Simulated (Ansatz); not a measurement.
## Relaxing HgTe in the rocksalt type

First guess:

```xyz
2
Lattice="0.0000 2.9784 2.9784 2.9784 0.0000 2.9784 2.9784 2.9784 0.0000" Properties=species:S:1:pos:R:3 pbc="T T T"
Hg    0.0000    0.0000    0.0000
Te    2.9784    2.9784    2.9784
```

The calculation used Ansatz 0.2.0, DFT, PBE, PAW with Ansatz's default frozen-core files, scalar-relativistic.

Cell and atoms relax within the symmetry of the start on a 12×12×12 k mesh with 0.08 eV Fermi–Dirac smearing.

The start is built from a prototype, known or not as a phase of this compound; the cutoff is 420 eV.

Spin–orbit coupling is left out, though it moves levels of the heavy atoms by tenths of an eV or more.

Problem. What is the pressure of the first guess?

Solution. 5.53 GPa.

Problem. What does it relax to?

Solution. a = 6.145 Å, b = 6.145 Å, c = 6.145 Å, α = 90.00°, β = 90.00°, γ = 90.00° (conventional cell), 29.01 Å³ per atom:
```
CELL_PARAMETERS angstrom
0.00000 3.07268 3.07268
3.07268 0.00000 3.07268
3.07268 3.07268 0.00000
ATOMIC_POSITIONS crystal
Hg 0.00000 0.00000 0.00000
Te 0.50000 0.50000 0.50000
```

Problem. How much energy does the relaxation release?

Solution. 40 meV/atom.
